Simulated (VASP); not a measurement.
# Re: convergence, equation of state

Re, P6_3/mmc (no. 194), 2 atoms in the cell. RevPBE; PAW potentials Re (PBE set). VASP 6.6.1.

Wanted: equilibrium volume within 0.05 %; bulk modulus within 0.4 %.

What the run is for: equation of state; Accuracy asked: tight.

The series start from Plane-wave cutoff (eV): 290; Smearing width (eV): 0.07; k-point mesh: 15 × 15 × 8; Volumes: 5 from 0.92 to 1.08; Precision mode (PREC): Accurate; Electronic threshold (eV): 1e-6; Aspherical gradient terms in the spheres (LASPH): yes; Start of each volume: each volume from scratch. Each series keeps the choices made before it, and each single choice may use up half of a tolerance. Times cover all steps of a run.

## Plane-wave cutoff (eV)

| Plane-wave cutoff (eV) | Equilibrium volume (Å³/atom) | Bulk modulus (GPa) | Time (s) |
|---|---|---|---|
| 180 | 15.65 | 255.7 | 14 |
| 220 | 15 | 367.1 | 20 |
| 260 | 14.99 | 366.3 | 19 |
| 290 | 15.01 | 363.3 | 23 |
| 340 | 15.04 | 362.9 | 31 |
| 390 | 15.04 | 364.6 | 37 |
| 470 | 15.04 | 364.7 | 42 |
| 590 (reference) | 15.04 | 365.1 | 49 |

Chosen: 390, the loosest value from which every tighter one stays within half of the tolerance.

## Smearing width (eV)

| Smearing width (eV) | Equilibrium volume (Å³/atom) | Bulk modulus (GPa) | Time (s) |
|---|---|---|---|
| 0.3 | 15.04 | 363.8 | 41 |
| 0.2 | 15.04 | 364 | 39 |
| 0.15 | 15.04 | 364.2 | 36 |
| 0.1 | 15.04 | 364.4 | 34 |
| 0.07 | 15.04 | 364.6 | 37 |
| 0.04 (reference) | 15.04 | 364.5 | 42 |

Chosen: 0.2.

## k-point mesh

| k-point mesh | Equilibrium volume (Å³/atom) | Bulk modulus (GPa) | Time (s) |
|---|---|---|---|
| 5 × 5 × 3 | 14.97 | 360 | 10 |
| 6 × 6 × 4 | 15.05 | 366.1 | 15 |
| 8 × 8 × 5 | 15.04 | 362.7 | 16 |
| 10 × 10 × 6 | 15.03 | 362.2 | 21 |
| 12 × 12 × 7 | 15.04 | 363.9 | 28 |
| 15 × 15 × 8 | 15.04 | 364 | 39 |
| 18 × 18 × 10 (reference) | 15.04 | 363.4 | 56 |

Chosen: 12 × 12 × 7.

## Volumes

| Volumes | Equilibrium volume (Å³/atom) | Bulk modulus (GPa) | Time (s) |
|---|---|---|---|
| 5 from 0.88 to 1.12 | 15.04 | 363.4 | 23 |
| 5 from 0.92 to 1.08 | 15.04 | 363.9 | 28 |
| 7 from 0.91 to 1.09 (reference) | 15.04 | 363.8 | 33 |

Chosen: 5 from 0.88 to 1.12.

## Precision mode (PREC)

| Precision mode (PREC) | Equilibrium volume (Å³/atom) | Bulk modulus (GPa) | Time (s) |
|---|---|---|---|
| SingleN | 15.04 | 363.4 | 15 |
| Normal | 15.04 | 363.4 | 16 |
| Accurate (reference) | 15.04 | 363.4 | 23 |

Chosen: SingleN.

## Electronic threshold (eV)

| Electronic threshold (eV) | Equilibrium volume (Å³/atom) | Bulk modulus (GPa) | Time (s) |
|---|---|---|---|
| 0.001 | 15.04 | 363.4 | 13 |
| 0.0001 | 15.04 | 363.4 | 14 |
| 1e-5 | 15.04 | 363.4 | 15 |
| 1e-6 | 15.04 | 363.4 | 15 |
| 1e-7 (reference) | 15.04 | 363.4 | 19 |

Chosen: 0.001.

## Aspherical gradient terms in the spheres (LASPH)

| Aspherical gradient terms in the spheres (LASPH) | Equilibrium volume (Å³/atom) | Bulk modulus (GPa) | Time (s) |
|---|---|---|---|
| yes | 15.04 | 363.4 | 13 |
| no | 15.04 | 363.4 | 13 |

Chosen: yes; no other choice that stays within half of the tolerance saves 30 % of the time.

## Start of each volume

| Start of each volume | Equilibrium volume (Å³/atom) | Bulk modulus (GPa) | Time (s) |
|---|---|---|---|
| each volume from scratch | 15.04 | 363.4 | 13 |
| orbitals of the volume before (WAVECAR) | 15.04 | 363.5 | 9.4 |

Chosen: each volume from scratch.

## All choices together

| Input | Equilibrium volume (Å³/atom) | Bulk modulus (GPa) | Time (s) |
|---|---|---|---|
| the program's defaults (naive) | 14.99 | 366.6 | 4.0 |
| chosen settings | 15.04 | 363.4 | 13 |
| reference settings throughout | 15.04 | 363.9 | 131 |

The tolerance is met.

## The input

INCAR:
```
SYSTEM = Re
ALGO     = Normal         ! electronic algorithm
EDIFF    = 0.001          ! SCF threshold, eV
ENCUT    = 390            ! plane-wave cutoff, eV
GGA      = RE             ! functional
GGA_COMPAT= .False.      
ISIF     = 2              ! what is computed and relaxed
ISMEAR   = 0              ! smearing method
KPAR     = 2            
LASPH    = .True.         ! aspherical terms in the spheres
LCHARG   = .False.        ! write CHGCAR
LREAL    = .False.        ! projectors in reciprocal space
LWAVE    = .False.        ! write WAVECAR
NELM     = 120            ! most SCF steps
NSW      = 0              ! ionic steps
PREC     = SingleN        ! precision mode
SIGMA    = 0.2            ! smearing width, eV
```

KPOINTS:
```
Automatic mesh
0
Gamma
  12 12 7
  0 0 0
```

POSCAR.step1:
```
Re
1.0
    2.6456303883      0.0000000000      0.0000000000
   -1.3228151941      2.2911831253      0.0000000000
    0.0000000000      0.0000000000      4.2722216014
Re
2
Direct
    0.6666666667      0.3333333333      0.7500000000
    0.3333333333      0.6666666667      0.2500000000
```

POSCAR.step2:
```
Re
1.0
    2.7044413289      0.0000000000      0.0000000000
   -1.3522206645      2.3421148939      0.0000000000
    0.0000000000      0.0000000000      4.3671907899
Re
2
Direct
    0.6666666667      0.3333333333      0.7500000000
    0.3333333333      0.6666666667      0.2500000000
```

POSCAR.step3:
```
Re
1.0
    2.7608000000      0.0000000000      0.0000000000
   -1.3804000000      2.3909229348      0.0000000000
    0.0000000000      0.0000000000      4.4582000000
Re
2
Direct
    0.6666666667      0.3333333333      0.7500000000
    0.3333333333      0.6666666667      0.2500000000
```

POSCAR.step4:
```
Re
1.0
    2.8149470801      0.0000000000      0.0000000000
   -1.4074735401      2.4378156817      0.0000000000
    0.0000000000      0.0000000000      4.5456378849
Re
2
Direct
    0.6666666667      0.3333333333      0.7500000000
    0.3333333333      0.6666666667      0.2500000000
```

POSCAR.step5:
```
Re
1.0
    2.8670875433      0.0000000000      0.0000000000
   -1.4335437716      2.4829706474      0.0000000000
    0.0000000000      0.0000000000      4.6298354410
Re
2
Direct
    0.6666666667      0.3333333333      0.7500000000
    0.3333333333      0.6666666667      0.2500000000
```

Commands (each step's output is kept before the next begins):
```
cat potpaw_PBE.64/Re/POTCAR > POTCAR
cp POSCAR.step1 POSCAR
mpirun -np 2 vasp_std > vasp.out
cp POSCAR.step2 POSCAR
mpirun -np 2 vasp_std > vasp.out
cp POSCAR.step3 POSCAR
mpirun -np 2 vasp_std > vasp.out
cp POSCAR.step4 POSCAR
mpirun -np 2 vasp_std > vasp.out
cp POSCAR.step5 POSCAR
mpirun -np 2 vasp_std > vasp.out
```

Limits: Every volume keeps the cell's shape and the atoms' fractional positions, so the modulus is that of a clamped cell, stiffer than the relaxed one, above all in layered crystals.

The chosen input took VASP 6.6.1 13 s on 2 cores (Intel Xeon 6975P-C (Granite Rapids)), a shared host.

## An input that fails: cutoff far too low

It runs to its end, but against the unchanged starting input it is off by 6.6 % in the equilibrium volume, 145 % in the bulk modulus.

Changes against the starting input:
```
(all steps)
- PREC = Accurate
- NELM = 120
- ENCUT = 290
+ PREC = Low
+ NELM = 87
+ ENCUT = 140
```
